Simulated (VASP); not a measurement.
# TiC (Fm-3m) in VASP: density of states with PBE

Aim: the density of states of TiC with PBE.

Everything below comes from runs of VASP 6.6.1. Logs are shortened: lines on timing, memory, paths and dates and some standing lists are left out, and cuts for length are marked.

### Step 1. The structure

Symmetry: Fm-3m, No. 225, cubic system. Conventional cell: a = 4.333 Å, b = 4.333 Å, c = 4.333 Å, α = 90.00°, β = 90.00°, γ = 90.00°. Around Ti (site symmetry m-3m) lie 6 C at 2.17 Å. C (site symmetry m-3m) has 6 Ti at 2.17 Å as nearest neighbours.

### Step 2. Density of states, PBE

POSCAR reads:

```
TiC                                     
1.0
    0.0000000000      2.1666389837      2.1666389837
    2.1666389837      0.0000000000      2.1666389837
    2.1666389837      2.1666389837      0.0000000000
  Ti              C             
     1     1
Direct
     0.0000000000000000    0.0000000000000000    0.0000000000000000
     0.5000000000000000    0.5000000000000000    0.5000000000000000
```

INCAR.step1 reads:

```
SYSTEM = TiC
PREC = Accurate ; ENCUT = 900
EDIFF = 1E-7 ; ISMEAR = 0
SIGMA = 0.1 ; LREAL = .False.
LASPH = .True. ; NELM = 60
ALGO = Normal ; ISIF = 2
LWAVE = .False. ; LCHARG = .True.
LMAXMIX = 4 ; GGA = PE
NBANDS = 15
```

KPOINTS.step1 reads:

```
regular mesh
0
Gamma
  16 16 16
  0 0 0
```

INCAR.step2 reads:

```
SYSTEM = TiC
PREC = Accurate ; ENCUT = 900
EDIFF = 1E-7 ; ISMEAR = -5
SIGMA = 0.1 ; LREAL = .False.
LASPH = .True. ; NELM = 60
ALGO = Normal ; ISIF = 2
LWAVE = .False. ; LCHARG = .False.
LMAXMIX = 4 ; GGA = PE
LORBIT = 11 ; NBANDS = 15
NEDOS = 1001 ; ICHARG = 11
```

KPOINTS.step2 reads:

```
regular mesh
0
Gamma
  24 24 24
  0 0 0
```

Potentials or basis: VASP PAW PBE potentials, release 64 (Ti_sv, C_h).

The run is started by

```console
> cat potpaw_PBE.64/Ti_sv/POTCAR potpaw_PBE.64/C_h/POTCAR > POTCAR
> cp INCAR.step1 INCAR
> cp KPOINTS.step1 KPOINTS
> mpirun -np 1 vasp_std > vasp.out
> cp INCAR.step2 INCAR
> cp KPOINTS.step2 KPOINTS
> mpirun -np 1 vasp_std > vasp.out
```

OUTCAR:

```text
SYSTEM = TiC
   PREC = Accurate
   ENCUT = 900
   EDIFF = 1E-7
   ISMEAR = -5
   LREAL = .False.
   LASPH = .True.
   NELM = 60
   ISIF = 2
   GGA = PE
   LORBIT = 11
   ICHARG = 11

 ion  position               nearest neighbor table
   1  0.000  0.000  0.000-   2 2.17   2 2.17   2 2.17   2 2.17   2 2.17   2 2.17
   2  0.500  0.500  0.500-   1 2.17   1 2.17   1 2.17   1 2.17   1 2.17   1 2.17

  LATTYP: Found a face centered cubic cell.
 ALAT       =     4.3332779674

  Lattice vectors:

 A1 = (   0.0000000000,   2.1666389837,   2.1666389837)
 A2 = (   2.1666389837,   0.0000000000,   2.1666389837)
 A3 = (   2.1666389837,   2.1666389837,   0.0000000000)

Analysis of symmetry for initial positions (statically):
=====================================================================
 Subroutine PRICEL returns:
 Original cell was already a primitive cell.

 Routine SETGRP: Setting up the symmetry group for a
 face centered cubic supercell.

 Subroutine GETGRP returns: Found 48 space group operations
 (whereof 48 operations were pure point group operations)
 out of a pool of 48 trial point group operations.

The static configuration has the point symmetry O_h .

Analysis of symmetry for dynamics (positions and initial velocities):
=====================================================================
 Subroutine PRICEL returns:
 Original cell was already a primitive cell.

 Routine SETGRP: Setting up the symmetry group for a
 face centered cubic supercell.

 Subroutine GETGRP returns: Found 48 space group operations
 (whereof 48 operations were pure point group operations)
 out of a pool of 48 trial point group operations.

The dynamic configuration has the point symmetry O_h .

 Subroutine INISYM returns: Found 48 space group operations
 (whereof 48 operations are pure point group operations),
 and found     1 'primitive' translations

----------------------------------------------------------------------------------------

                                     Primitive cell

  volume of cell :      20.3418

  direct lattice vectors                    reciprocal lattice vectors
     0.000000000  2.166638984  2.166638984    -0.230772179  0.230772179  0.230772179
     2.166638984  0.000000000  2.166638984     0.230772179 -0.230772179  0.230772179
     2.166638984  2.166638984  0.000000000     0.230772179  0.230772179 -0.230772179

  length of vectors
     3.064090236  3.064090236  3.064090236     0.399709140  0.399709140  0.399709140

  position of ions in fractional coordinates (direct lattice)
     0.000000000  0.000000000  0.000000000
     0.500000000  0.500000000  0.500000000

  ion indices of the primitive-cell ions
   primitive index   ion index
                 1           1
                 2           2

----------------------------------------------------------------------------------------

 KPOINTS: regular mesh

Automatic generation of k-mesh.
 Grid dimensions read from file:
 generate k-points for:   24   24   24

 Generating k-lattice:

  Cartesian coordinates                     Fractional coordinates (reciprocal lattice)
    -0.009615507  0.009615507  0.009615507     0.041666667  0.000000000  0.000000000
     0.009615507 -0.009615507  0.009615507     0.000000000  0.041666667  0.000000000
     0.009615507  0.009615507 -0.009615507     0.000000000  0.000000000  0.041666667

  Length of vectors
     0.016654547  0.016654547  0.016654547

  Shift w.r.t. Gamma in fractional coordinates (k-lattice)
     0.000000000  0.000000000  0.000000000

 TETIRR: Found   1864 inequivalent tetrahedra from    82944

 Subroutine IBZKPT returns following result:
 ===========================================

 Found    413 irreducible k-points:

 Following reciprocal coordinates:
            Coordinates               Weight
  0.000000  0.000000  0.000000      1.000000
  0.041667  0.000000  0.000000      8.000000
  0.083333  0.000000  0.000000      8.000000
  0.125000  0.000000  0.000000      8.000000
  0.166667  0.000000  0.000000      8.000000
  0.208333  0.000000  0.000000      8.000000
[... 16 lines left out ...]
  0.416667  0.041667  0.000000     24.000000
  0.458333  0.041667  0.000000     24.000000
 [... further k-points ...]
   k-points           NKPTS =    413   k-points in BZ     NKDIM =    413   number of bands    NBANDS=     15
   number of dos      NEDOS =   1001   number of ions     NIONS =      2
   total plane-waves  NPLWV =  27000
   dimension x,y,z NGX =    30 NGY =   30 NGZ =   30
   dimension x,y,z NGXF=    60 NGYF=   60 NGZF=   60
   ions per type =               1   1
   NGX,Y,Z   is equivalent  to a cutoff of  16.28, 16.28, 16.28 a.u.
   NGXF,Y,Z  is equivalent  to a cutoff of  32.55, 32.55, 32.55 a.u.
 SYSTEM =  TiC
   PREC   = accura    normal or accurate (medium, high low for compatibility)
   ISTART =      0    job   : 0-new  1-cont  2-samecut
   ICHARG =     11    charge: 1-file 2-atom 10-const
   ISPIN  =      1    spin polarized calculation?
   LNONCOLLINEAR =      F non collinear calculations
   LSORBIT =      F    spin-orbit coupling
   LASPH  =      T    aspherical Exc in radial PAW
   ENCUT  =  900.0 eV  66.15 Ry    8.13 a.u.   7.50  7.50  7.50*2*pi/ulx,y,z
   NELM   =     60;   NELMIN=  2; NELMDL=  0     # of ELM steps
   EDIFF  = 0.1E-06   stopping-criterion for ELM
   LREAL  =      F    real-space projection
   EDIFFG = 0.1E-05   stopping-criterion for IOM
   NSW    =      0    number of steps for IOM
   IBRION =     -1    ionic relax: 0-MD 1-quasi-New 2-CG
   NFREE  =      0    steps in history (QN), initial steepest desc. (CG)
   ISIF   =      2    stress and relaxation
   ISYM   =      2    0-nonsym 1-usesym 2-fastsym
   POTIM  = 0.5000    time-step for ionic-motion
   TEBEG  =    0.0;   TEEND  =   0.0 temperature during run
   PSTRESS=    0.0 pullay stress
   NELECT =      16.0000    total number of electrons
   NUPDOWN=      -1.0000    fix difference up-down
   EMIN   =  10.00;   EMAX   =-10.00  energy-range for DOS
   EFERMI =   0.00;   METHOD = LEGACY
   ISMEAR =    -5;   SIGMA  =   0.10  broadening in eV -4-tet -1-fermi 0-gaus
   EFERMI_NEDOS =   21; number of points for ismear=-14 and -15
   IALGO  =     38    algorithm
   IMIX   =      4    mixing-type and parameters
     AMIX     =   0.40;   BMIX     =  1.00
     AMIX_MAG =   1.60;   BMIX_MAG =  1.00
  volume/ion in A,a.u.               =      10.17        68.64
  Fermi-wavevector in a.u.,A,eV,Ry     =   1.511187  2.855730 31.071446  2.283687
  Thomas-Fermi vector in A             =   2.621278
   LORBIT       =     11    0 simple, 1 ext, 2 COOP (PROOUT), +10 PAW based schemes
   GGA     = PE    functional components
   LHFCALC =     F    Hartree Fock is set to
   AEXX    =    0.0000 exact exchange contribution
   IVDW    =     0    specifies the selected vdW correction
   LEPSILON=     F    determine dielectric tensor
   LRPA    =     F    only Hartree local field effects (RPA)
 non-spin polarized calculation
 Fermi weights with tetrahedron method with Bloechl corrections
  energy-cutoff  :      900.00
  volume of cell :       20.34
 maximum number of plane-waves:      1283
 NGX is ok and might be reduce to    30

 number of electron      15.9999999 magnetization

 Free energy of the ion-electron system (eV)
  ---------------------------------------------------
  ext. energy  EPLUGINS =         0.00000000
  ---------------------------------------------------
  free energy    TOTEN  =       -18.71541568 eV

  energy without entropy =      -18.71541568  energy(sigma->0) =      -18.71541568

 E-fermi :   9.7517     XC(G=0): -12.7266

 val. band max:        9.7739719347   @ k =   0.0833   0.0417   0.0000
 cond. band min:       9.7419380088   @ k =   0.1667   0.1667   0.0000
 fundamental gap:     -0.0320339259
 Fermi energy:         9.7516867112

 k-point     1 :       0.0000    0.0000    0.0000
  band No.  band energies     occupation
      1     -46.8581      2.00000
      2     -22.8830      2.00000
      3     -22.8830      2.00000
      4     -22.8830      2.00000
      5      -2.6557      2.00000
      6      10.4285      0.00000
      7      10.4285      0.00000
      8      10.4285      0.00000
      9      11.4102      0.00000
     10      11.4102      0.00000
     11      11.4102      0.00000
     12      11.4451      0.00000
     13      11.4451      0.00000
     14      20.1985      0.00000
     15      23.7635      0.00000

 k-point     2 :       0.0417    0.0000    0.0000
  band No.  band energies     occupation
      1     -46.8569      2.00000
      2     -22.8917      2.00000
      3     -22.8838      2.00000
      4     -22.8838      2.00000
      5      -2.6163      2.00000
      6      10.2086     -0.02445
      7      10.3671      0.00000
      8      10.3671      0.00000
      9      10.8870      0.00000
     10      10.8870      0.00000
     11      11.5375      0.00000
     12      12.0871      0.00000
     13      12.0871      0.00000
     14      20.2719      0.00000
     15      23.7815      0.00000
[... 365 lines left out ...]
      3     -22.9318      2.00000
      4     -22.9282      2.00000
      5       0.2414      2.00000
      6       4.6359      2.00000
      7       6.9800      2.00000
      8       7.0962      2.00000
      9      12.2821      0.00000
     10      12.5089      0.00000
     11      13.4875      0.00000
     12      17.1865      0.00000
     13      17.5447      0.00000
     14      18.8163      0.00000
     15      25.0910      0.00000

 k-point    24 :       0.4583    0.0417    0.0000
  band No.  band energies     occupation
      1     -46.7874      2.00000
      2     -23.3590      2.00000
      3     -22.9331      2.00000
      4     -22.9327      2.00000
      5       0.5932      2.00000
      6       4.1956      2.00000
      7       6.8758      2.00000
      8       6.9526      2.00000
      9      12.4766      0.00000
     10      12.6229      0.00000
     11      13.6890      0.00000
     12      17.5398      0.00000
     13      17.6580      0.00000
     14      18.4446      0.00000
     15      24.7404      0.00000

 [... further k-points ...]

------------------------ aborting loop because EDIFF is reached ----------------------------------------

  FORCE on cell =-STRESS in cart. coord.  units (eV):
  Direction    XX          YY          ZZ          XY          YZ          ZX
  --------------------------------------------------------------------------------------
  -------------------------------------------------------------------------------------
  Total       -0.0026054     -0.0026054     -0.0026054      0.0000000      0.0000000     -0.0000000
  in kB       -0.2052076     -0.2052076     -0.2052076      0.0000000      0.0000000     -0.0000000
  external PRESSURE =      -0.2052076 kB  Pullay stress =       0.0000000 kB

 VOLUME and BASIS-vectors are now :
 -----------------------------------------------------------------------------
  energy-cutoff  :      900.00
  volume of cell :       20.34
      direct lattice vectors                 reciprocal lattice vectors
     0.000000000  2.166638984  2.166638984    -0.230772179  0.230772179  0.230772179
     2.166638984  0.000000000  2.166638984     0.230772179 -0.230772179  0.230772179
     2.166638984  2.166638984  0.000000000     0.230772179  0.230772179 -0.230772179

 POSITION                                       TOTAL-FORCE (eV/Angst)
 -----------------------------------------------------------------------------------
      0.00000      0.00000      0.00000         0.000000     -0.000000     -0.000000
      2.16664      2.16664      2.16664         0.000000      0.000000      0.000000
 -----------------------------------------------------------------------------------
    total drift:                               -0.000000      0.000000      0.000000

  FREE ENERGIE OF THE ION-ELECTRON SYSTEM (eV)
  ---------------------------------------------------
  free  energy   TOTEN  =       -18.7154156776 eV

  energy  without entropy=      -18.7154156776  energy(sigma->0) =      -18.71541568

 total charge

# of ion       s       p       d       tot
------------------------------------------
    1        2.199   6.246   1.950  10.394
    2        0.494   0.899   0.000   1.393
--------------------------------------------------
tot          2.693   7.145   1.950  11.787
```

It took 2.1 min on 1 thread of Intel Xeon 6975P-C (Granite Rapids), shared host; peak memory 0.39 GiB.

Results:

```yaml
Valence_electrons_inside_the_program's_atomic_spheres: Ti 10.39; C 1.39
```

Levels at points of the mesh, in eV from the Fermi level:
| k point | band 6 | band 7 | band 8 | band 9 | band 10 | band 11 |
| --- | --- | --- | --- | --- | --- | --- |
| (0.00, 0.00, 0.00) | 0.68 | 0.68 | 0.68 | 1.66 | 1.66 | 1.66 |
| (0.50, 0.00, 0.00) | -5.85 | -2.91 | -2.91 | 2.89 | 2.89 | 4.07 |
| (0.50, 0.50, 0.00) | -3.45 | -1.63 | -0.05 | -0.05 | 2.68 | 3.49 |

States per cell in windows of 0.5 eV (zero at the Fermi level; states under -8 eV left out):
| from (eV) | total | Ti1_d | C2_p | Ti1_p | Ti1_s | C2_s | C2_d |
| --- | --- | --- | --- | --- | --- | --- | --- |
| -8.0 | 0.00 | 0.00 | 0.00 | 0.00 | 0.00 | 0.00 | 0.00 |
| -7.5 | 0.00 | 0.00 | 0.00 | 0.00 | 0.00 | 0.00 | 0.00 |
| -7.0 | 0.00 | 0.00 | 0.00 | 0.00 | 0.00 | 0.00 | 0.00 |
| -6.5 | 0.00 | 0.00 | 0.00 | 0.00 | 0.00 | 0.00 | 0.00 |
| -6.0 | 0.04 | 0.01 | 0.00 | 0.00 | 0.00 | 0.00 | 0.00 |
| -5.5 | 0.14 | 0.02 | 0.02 | 0.00 | 0.01 | 0.00 | 0.00 |
| -5.0 | 0.35 | 0.07 | 0.04 | 0.01 | 0.03 | 0.00 | 0.00 |
| -4.5 | 0.52 | 0.10 | 0.07 | 0.02 | 0.03 | 0.00 | 0.00 |
| -4.0 | 0.54 | 0.10 | 0.08 | 0.04 | 0.02 | 0.00 | 0.00 |
| -3.5 | 0.52 | 0.10 | 0.08 | 0.05 | 0.01 | 0.00 | 0.00 |
| -3.0 | 1.46 | 0.51 | 0.22 | 0.06 | 0.01 | 0.00 | 0.00 |
| -2.5 | 1.12 | 0.42 | 0.17 | 0.03 | 0.01 | 0.00 | 0.00 |
| -2.0 | 0.61 | 0.23 | 0.09 | 0.02 | 0.00 | 0.00 | 0.00 |
| -1.5 | 0.43 | 0.16 | 0.07 | 0.01 | 0.00 | 0.00 | 0.00 |
| -1.0 | 0.24 | 0.08 | 0.04 | 0.01 | 0.00 | 0.00 | 0.00 |
| -0.5 | 0.14 | 0.05 | 0.02 | 0.01 | 0.00 | 0.00 | 0.00 |
| 0.0 | 0.16 | 0.07 | 0.02 | 0.01 | 0.00 | 0.00 | 0.00 |
| 0.5 | 0.32 | 0.19 | 0.03 | 0.01 | 0.00 | 0.00 | 0.00 |
| 1.0 | 0.38 | 0.25 | 0.02 | 0.00 | 0.00 | 0.00 | 0.00 |
| 1.5 | 0.51 | 0.37 | 0.02 | 0.00 | 0.00 | 0.00 | 0.00 |
| 2.0 | 0.70 | 0.54 | 0.03 | 0.00 | 0.00 | 0.00 | 0.00 |
| 2.5 | 1.48 | 1.23 | 0.04 | 0.01 | 0.00 | 0.00 | 0.00 |
| 3.0 | 0.87 | 0.70 | 0.04 | 0.01 | 0.01 | 0.00 | 0.00 |
| 3.5 | 2.11 | 1.59 | 0.15 | 0.02 | 0.04 | 0.00 | 0.00 |
| 4.0 | 0.38 | 0.24 | 0.04 | 0.01 | 0.01 | 0.00 | 0.00 |
| 4.5 | 0.39 | 0.25 | 0.04 | 0.01 | 0.01 | 0.01 | 0.00 |
| 5.0 | 0.47 | 0.31 | 0.04 | 0.01 | 0.01 | 0.01 | 0.00 |
| 5.5 | 0.59 | 0.40 | 0.04 | 0.01 | 0.02 | 0.02 | 0.00 |
| 6.0 | 0.63 | 0.40 | 0.06 | 0.02 | 0.01 | 0.02 | 0.00 |
| 6.5 | 0.51 | 0.31 | 0.06 | 0.01 | 0.00 | 0.02 | 0.00 |
| 7.0 | 0.43 | 0.25 | 0.06 | 0.01 | 0.00 | 0.01 | 0.00 |
| 7.5 | 0.36 | 0.20 | 0.07 | 0.01 | 0.00 | 0.00 | 0.00 |

Caveat: the cutoff is under 1.25 times the usual one of these potentials, so pressure, stress and relaxed cells hold a basis-set (Pulay) error; tetrahedron occupations give inexact forces and stress in metals.
